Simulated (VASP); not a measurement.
# CdS (Hawleyite) (F-43m) in VASP: a series of runs

Aim: see how the results for CdS (Hawleyite) move with the level of theory and the settings. Levels: r2SCAN, PBE. Tasks: band structure, dielectric tensor.

All numbers are computed with VASP 6.6.1; they aren't measurements. Logs are shortened: lines on timing, memory, paths and dates and some standing lists are left out, and cuts for length are marked.

## (1) The structure

The structure is cubic, space group F-43m (No. 216). Conventional cell: a = 5.835 Å, b = 5.835 Å, c = 5.835 Å, α = 90.00°, β = 90.00°, γ = 90.00°. Cd (site symmetry -43m) has 4 S at 2.53 Å as nearest neighbours. S (site symmetry -43m) has 4 Cd at 2.53 Å as nearest neighbours.

## (2) Band structure, r2SCAN

File INCAR:

```
SYSTEM = CdS
ALGO     = Normal         ! electronic algorithm
EDIFF    = 1E-6           ! SCF threshold, eV
ENCUT    = 520            ! plane-wave cutoff, eV
ISIF     = 2              ! what is computed and relaxed
ISMEAR   = 0              ! smearing method
LASPH    = .TRUE.         ! aspherical terms in the spheres
LCHARG   = .FALSE.        ! write CHGCAR
LMIXTAU  = .TRUE.       
LREAL    = .FALSE.        ! projectors in reciprocal space
LWAVE    = .FALSE.        ! write WAVECAR
METAGGA  = R2SCAN         ! meta-GGA
NBANDS   = 16             ! bands
NELM     = 80             ! most SCF steps
PREC     = Accurate       ! precision mode
SIGMA    = 0.03           ! smearing width, eV
```

File KPOINTS:

```
k-points
0
G
  8 8 8
  0 0 0
```

File POSCAR:

```
CdS                                     
1.0
    0.0000000000      2.9176352628      2.9176352628
    2.9176352628      0.0000000000      2.9176352628
    2.9176352628      2.9176352628      0.0000000000
  Cd              S             
     1     1
Direct
     1.0000000000000000    1.0000000000000000    1.0000000000000000
     0.2500000000000000    0.2500000000000000    0.2500000000000000
```

File KPOINTS_OPT:

```
explicit points
252
Reciprocal
 0.0000000000  0.0000000000  0.0000000000 1
 0.0357142857  0.0000000000  0.0357142857 1
 0.0714285714  0.0000000000  0.0714285714 1
 0.1071428571  0.0000000000  0.1071428571 1
 0.1428571429  0.0000000000  0.1428571429 1
 0.1785714286  0.0000000000  0.1785714286 1
[... 244 lines left out ...]
 0.5114877500  0.0229755100  0.5114877500 1
 0.4885122500 -0.0229755100  0.4885122500 1
```

Potentials or basis: VASP PAW PBE potentials, release 64 (Cd, S).

Launch:

```
$ cat potpaw_PBE.64/Cd/POTCAR potpaw_PBE.64/S/POTCAR > POTCAR
$ mpirun -np 1 vasp_std > vasp.out
```

OUTCAR:

```text
SYSTEM = CdS
   EDIFF = 1E-6
   ENCUT = 520
   ISIF = 2
   ISMEAR = 0
   LASPH = .TRUE.
   LREAL = .FALSE.
   METAGGA = R2SCAN
   NELM = 80
   PREC = Accurate

 ion  position               nearest neighbor table
   1  0.000  0.000  0.000-   2 2.53   2 2.53   2 2.53   2 2.53
   2  0.250  0.250  0.250-   1 2.53   1 2.53   1 2.53   1 2.53

  LATTYP: Found a face centered cubic cell.
 ALAT       =     5.8352705256

  Lattice vectors:

 A1 = (   0.0000000000,   2.9176352628,   2.9176352628)
 A2 = (   2.9176352628,   0.0000000000,   2.9176352628)
 A3 = (   2.9176352628,   2.9176352628,   0.0000000000)

Analysis of symmetry for initial positions (statically):
=====================================================================
 Subroutine PRICEL returns:
 Original cell was already a primitive cell.

 Routine SETGRP: Setting up the symmetry group for a
 face centered cubic supercell.

 Subroutine GETGRP returns: Found 24 space group operations
 (whereof 24 operations were pure point group operations)
 out of a pool of 48 trial point group operations.

The static configuration has the point symmetry T_d .

Analysis of symmetry for dynamics (positions and initial velocities):
=====================================================================
 Subroutine PRICEL returns:
 Original cell was already a primitive cell.

 Routine SETGRP: Setting up the symmetry group for a
 face centered cubic supercell.

 Subroutine GETGRP returns: Found 24 space group operations
 (whereof 24 operations were pure point group operations)
 out of a pool of 48 trial point group operations.

The dynamic configuration has the point symmetry T_d .

 Subroutine INISYM returns: Found 24 space group operations
 (whereof 24 operations are pure point group operations),
 and found     1 'primitive' translations

----------------------------------------------------------------------------------------

                                     Primitive cell

  volume of cell :      49.6733

  direct lattice vectors                    reciprocal lattice vectors
     0.000000000  2.917635263  2.917635263    -0.171371661  0.171371661  0.171371661
     2.917635263  0.000000000  2.917635263     0.171371661 -0.171371661  0.171371661
     2.917635263  2.917635263  0.000000000     0.171371661  0.171371661 -0.171371661

  length of vectors
     4.126159359  4.126159359  4.126159359     0.296824423  0.296824423  0.296824423

  position of ions in fractional coordinates (direct lattice)
     0.000000000  0.000000000  0.000000000
     0.250000000  0.250000000  0.250000000

  ion indices of the primitive-cell ions
   primitive index   ion index
                 1           1
                 2           2

----------------------------------------------------------------------------------------

 KPOINTS: k-points

Automatic generation of k-mesh.
 Grid dimensions read from file:
 generate k-points for:    8    8    8

 Generating k-lattice:

  Cartesian coordinates                     Fractional coordinates (reciprocal lattice)
    -0.021421458  0.021421458  0.021421458     0.125000000  0.000000000  0.000000000
     0.021421458 -0.021421458  0.021421458     0.000000000  0.125000000  0.000000000
     0.021421458  0.021421458 -0.021421458     0.000000000  0.000000000  0.125000000

  Length of vectors
     0.037103053  0.037103053  0.037103053

  Shift w.r.t. Gamma in fractional coordinates (k-lattice)
     0.000000000  0.000000000  0.000000000

 Subroutine IBZKPT returns following result:
 ===========================================

 Found     29 irreducible k-points:

 Following reciprocal coordinates:
            Coordinates               Weight
  0.000000  0.000000  0.000000      1.000000
  0.125000  0.000000  0.000000      8.000000
  0.250000  0.000000  0.000000      8.000000
  0.375000  0.000000  0.000000      8.000000
  0.500000  0.000000  0.000000      4.000000
  0.125000  0.125000  0.000000      6.000000
[... 16 lines left out ...]
  0.500000  0.250000  0.125000     48.000000
 -0.375000  0.250000  0.125000     24.000000
 [... further k-points ...]
   k-points           NKPTS =     29   k-points in BZ     NKDIM =     29   number of bands    NBANDS=     16
   number of dos      NEDOS =    301   number of ions     NIONS =      2
   total plane-waves  NPLWV =  32768
   dimension x,y,z NGX =    32 NGY =   32 NGZ =   32
   dimension x,y,z NGXF=    64 NGYF=   64 NGZF=   64
   ions per type =               1   1
   NGX,Y,Z   is equivalent  to a cutoff of  12.89, 12.89, 12.89 a.u.
   NGXF,Y,Z  is equivalent  to a cutoff of  25.79, 25.79, 25.79 a.u.
 SYSTEM =  CdS
   PREC   = accura    normal or accurate (medium, high low for compatibility)
   ISTART =      0    job   : 0-new  1-cont  2-samecut
   ICHARG =      2    charge: 1-file 2-atom 10-const
   ISPIN  =      1    spin polarized calculation?
   LNONCOLLINEAR =      F non collinear calculations
   LSORBIT =      F    spin-orbit coupling
   LASPH  =      T    aspherical Exc in radial PAW
   ENCUT  =  520.0 eV  38.22 Ry    6.18 a.u.   7.67  7.67  7.67*2*pi/ulx,y,z
   NELM   =     80;   NELMIN=  2; NELMDL= -5     # of ELM steps
   EDIFF  = 0.1E-05   stopping-criterion for ELM
   LREAL  =      F    real-space projection
   EDIFFG = 0.1E-04   stopping-criterion for IOM
   NSW    =      0    number of steps for IOM
   IBRION =     -1    ionic relax: 0-MD 1-quasi-New 2-CG
   NFREE  =      0    steps in history (QN), initial steepest desc. (CG)
   ISIF   =      2    stress and relaxation
   ISYM   =      2    0-nonsym 1-usesym 2-fastsym
   POTIM  = 0.5000    time-step for ionic-motion
   TEBEG  =    0.0;   TEEND  =   0.0 temperature during run
   PSTRESS=    0.0 pullay stress
   NELECT =      18.0000    total number of electrons
   NUPDOWN=      -1.0000    fix difference up-down
   EMIN   =  10.00;   EMAX   =-10.00  energy-range for DOS
   EFERMI =   0.00;   METHOD = LEGACY
   ISMEAR =     0;   SIGMA  =   0.03  broadening in eV -4-tet -1-fermi 0-gaus
   EFERMI_NEDOS =   21; number of points for ismear=-14 and -15
   IALGO  =     38    algorithm
   IMIX   =      4    mixing-type and parameters
     AMIX     =   0.40;   BMIX     =  1.00
     AMIX_MAG =   1.60;   BMIX_MAG =  1.00
  volume/ion in A,a.u.               =      24.84       167.61
  Fermi-wavevector in a.u.,A,eV,Ry     =   1.167145  2.205583 18.534217  1.362227
  Thomas-Fermi vector in A             =   2.303649
   LORBIT       =      0    0 simple, 1 ext, 2 COOP (PROOUT), +10 PAW based schemes
   METAGGA = R2SCAN    functional components
   LHFCALC =     F    Hartree Fock is set to
   AEXX    =    0.0000 exact exchange contribution
   IVDW    =     0    specifies the selected vdW correction
   LEPSILON=     F    determine dielectric tensor
   LRPA    =     F    only Hartree local field effects (RPA)
 non-spin polarized calculation
 Gauss-broadening in eV      SIGMA  =   0.03
  energy-cutoff  :      520.00
  volume of cell :       49.67
 maximum number of plane-waves:      1363
   NGX = 15   NGY = 15   NGZ = 15

 number of electron      18.0000005 magnetization

 Free energy of the ion-electron system (eV)
  ---------------------------------------------------
  ext. energy  EPLUGINS =         0.00000000
  ---------------------------------------------------
  free energy    TOTEN  =       -29.67893781 eV

  energy without entropy =      -29.67893781  energy(sigma->0) =      -29.67893781

 E-fermi :   1.2035     XC(G=0):  -9.7284

 val. band max:        1.0406518295   @ k =   0.0000   0.0000   0.0000
 cond. band min:       2.6305662819   @ k =   0.0000   0.0000   0.0000
 fundamental gap:      1.5899144524
 Fermi energy:         1.2035086270

 k-point     1 :       0.0000    0.0000    0.0000
  band No.  band energies     occupation
      1     -11.8286      2.00000
      2      -6.9231      2.00000
      3      -6.9231      2.00000
      4      -6.9231      2.00000
      5      -6.4105      2.00000
      6      -6.4105      2.00000
[... 8 lines left out ...]
     15      13.0509      0.00000
     16      13.0509      0.00000

 k-point     2 :       0.1250    0.0000    0.0000
  band No.  band energies     occupation
      1     -11.7662      2.00000
      2      -6.8995      2.00000
      3      -6.8995      2.00000
      4      -6.8649      2.00000
      5      -6.4114      2.00000
      6      -6.4114      2.00000
[... 8 lines left out ...]
     15      12.4139      0.00000
     16      13.5577      0.00000

 k-point     3 :       0.2500    0.0000    0.0000
  band No.  band energies     occupation
      1     -11.6146      2.00000
      2      -6.8480      2.00000
      3      -6.8480      2.00000
      4      -6.6600      2.00000
      5      -6.4058      2.00000
      6      -6.4058      2.00000
[... 8 lines left out ...]
     15      12.1815      0.00000
     16      12.7974      0.00000

 k-point     4 :       0.3750    0.0000    0.0000
  band No.  band energies     occupation
      1     -11.4631      2.00000
      2      -6.8073      2.00000
      3      -6.8073      2.00000
      4      -6.3858      2.00000
      5      -6.3858      2.00000
      6      -6.2900      2.00000
[... 8 lines left out ...]
     15      13.1148      0.00000
     16      13.1148      0.00000
[... 324 lines left out ...]
 k-point    22 :       0.3750    0.2500    0.1250
  band No.  band energies     occupation
      1     -11.5033      2.00000
      2      -6.7927      2.00000
      3      -6.7645      2.00000
      4      -6.5872      2.00000
      5      -6.4029      2.00000
      6      -6.3497      2.00000
[... 8 lines left out ...]
     15      13.6486      0.00000
     16      15.4294      0.00000

 k-point    23 :       0.5000    0.2500    0.1250
  band No.  band energies     occupation
      1     -11.3841      2.00000
      2      -6.7526      2.00000
      3      -6.7273      2.00000
      4      -6.4784      2.00000
      5      -6.3759      2.00000
      6      -6.1165      2.00000
[... 8 lines left out ...]
     15      14.5320      0.00000
     16      14.7790      0.00000

 k-point    24 :      -0.3750    0.2500    0.1250
  band No.  band energies     occupation
      1     -11.3354      2.00000
      2      -6.7460      2.00000
      3      -6.7097      2.00000
      4      -6.4367      2.00000
      5      -6.3832      2.00000
      6      -5.9102      2.00000
[... 8 lines left out ...]
     15      13.9188      0.00000
     16      14.8800      0.00000

 [... further k-points ...]
[... 5 lines left out ...]
  --------------------------------------------------------------------------------------
  -------------------------------------------------------------------------------------
  Total        0.5339461      0.5339461      0.5339461      0.0000000      0.0000000      0.0000000
  in kB       17.2220578     17.2220578     17.2220578      0.0000000      0.0000000      0.0000000
  external PRESSURE =      17.2220578 kB  Pullay stress =       0.0000000 kB

 VOLUME and BASIS-vectors are now :
 -----------------------------------------------------------------------------
  energy-cutoff  :      520.00
  volume of cell :       49.67
      direct lattice vectors                 reciprocal lattice vectors
     0.000000000  2.917635263  2.917635263    -0.171371661  0.171371661  0.171371661
     2.917635263  0.000000000  2.917635263     0.171371661 -0.171371661  0.171371661
     2.917635263  2.917635263  0.000000000     0.171371661  0.171371661 -0.171371661

 POSITION                                       TOTAL-FORCE (eV/Angst)
 -----------------------------------------------------------------------------------
      0.00000      0.00000      0.00000        -0.000000      0.000000     -0.000000
      1.45882      1.45882      1.45882         0.000000     -0.000000      0.000000
 -----------------------------------------------------------------------------------
    total drift:                               -0.000005     -0.000005     -0.000005

  FREE ENERGIE OF THE ION-ELECTRON SYSTEM (eV)
  ---------------------------------------------------
  free  energy   TOTEN  =       -29.6789378120 eV

  energy  without entropy=      -29.6789378120  energy(sigma->0) =      -29.67893781
```

It took 2.7 min on 1 thread of Intel Xeon 6975P-C (Granite Rapids), shared host; peak memory 0.19 GiB.

Results:

| Item | Value |
| --- | --- |
| Free energy | -29.6789 eV |
| Pressure | 1.7 GPa |
| Band gap on the k mesh | 1.59 eV, direct |
| Band gap along the path | 1.59 eV, direct |

Levels at the corners of the path, in eV from the valence-band top:
```tsv
point	band 5	band 6	band 7	band 8	band 9	band 10	band 11	band 12	band 13	band 14
Γ	-7.45	-7.45	0.00	0.00	0.00	1.59	7.08	7.08	7.08	11.96
X	-7.36	-7.00	-3.98	-1.92	-1.92	3.84	4.76	9.79	11.54	11.54
X	-7.36	-7.00	-3.98	-1.92	-1.92	3.84	4.76	9.79	11.54	11.54
W	-7.44	-6.81	-3.91	-2.31	-2.25	5.73	5.96	7.81	8.45	11.90
W	-7.44	-6.81	-3.91	-2.31	-2.25	5.73	5.96	7.81	8.45	11.90
K	-7.40	-6.87	-3.95	-2.59	-1.56	4.60	5.89	8.97	9.64	10.25
K	-7.40	-6.87	-3.95	-2.59	-1.56	4.60	5.89	8.97	9.64	10.25
Γ	-7.45	-7.45	0.00	0.00	0.00	1.59	7.08	7.08	7.08	11.96
Γ	-7.45	-7.45	0.00	0.00	0.00	1.59	7.08	7.08	7.08	11.96
L	-7.41	-7.07	-4.46	-0.77	-0.77	3.47	7.48	7.48	7.90	11.58
L	-7.41	-7.07	-4.46	-0.77	-0.77	3.47	7.48	7.48	7.90	11.58
U	-7.40	-6.87	-3.95	-2.59	-1.56	4.60	5.89	8.97	9.64	10.25
U	-7.40	-6.87	-3.95	-2.59	-1.56	4.60	5.89	8.97	9.64	10.25
W	-7.44	-6.81	-3.91	-2.31	-2.25	5.73	5.96	7.81	8.45	11.90
W	-7.44	-6.81	-3.91	-2.31	-2.25	5.73	5.96	7.81	8.45	11.90
L	-7.41	-7.07	-4.46	-0.77	-0.77	3.47	7.48	7.48	7.90	11.58
L	-7.41	-7.07	-4.46	-0.77	-0.77	3.47	7.48	7.48	7.90	11.58
K	-7.40	-6.87	-3.95	-2.59	-1.56	4.60	5.89	8.97	9.64	10.25
U	-7.40	-6.87	-3.95	-2.59	-1.56	4.60	5.89	8.97	9.64	10.25
X	-7.36	-7.00	-3.98	-1.92	-1.92	3.84	4.76	9.79	11.54	11.54
```

Caveat: the PAW data sets were made with another functional, which shifts forces and pressure a little.

## (3) Band structure, PBE, spin-orbit coupling, no magnetisation

File INCAR:

```
SYSTEM = CdS
ALGO     = Normal         ! electronic algorithm
EDIFF    = 1E-6           ! SCF threshold, eV
ENCUT    = 520            ! plane-wave cutoff, eV
GGA      = PE             ! functional
GGA_COMPAT= .FALSE.      
ISIF     = 2              ! what is computed and relaxed
ISMEAR   = 0              ! smearing method
LASPH    = .TRUE.         ! aspherical terms in the spheres
LCHARG   = .FALSE.        ! write CHGCAR
LORBIT   = 11             ! projections on sites
LREAL    = .FALSE.        ! projectors in reciprocal space
LSORBIT  = .TRUE.         ! spin-orbit coupling
LWAVE    = .FALSE.        ! write WAVECAR
MAGMOM   = 0 0 0 0 0 0    ! initial moments
NBANDS   = 30             ! bands
NELM     = 80             ! most SCF steps
PREC     = Accurate       ! precision mode
SIGMA    = 0.03           ! smearing width, eV
```

File KPOINTS:

```
k-points
0
G
  6 6 6
  0 0 0
```

POSCAR is that of step 2.

KPOINTS_OPT is that of step 2.

Potentials or basis: VASP PAW PBE potentials, release 64 (Cd, S).

Launch:

```
$ cat potpaw_PBE.64/Cd/POTCAR potpaw_PBE.64/S/POTCAR > POTCAR
$ mpirun -np 1 vasp_ncl > vasp.out
```

Run time: 3.1 min. Hardware: 1 thread of Intel Xeon 6975P-C (Granite Rapids), shared host; peak memory 0.32 GiB.

It converged, with:

| Item | Value |
| --- | --- |
| Free energy | -6.1497 eV |
| Pressure | 3.1 GPa |
| Valence electrons inside the program's atomic spheres | Cd 10.32; S 3.73 |

[end of part 1 of 2]
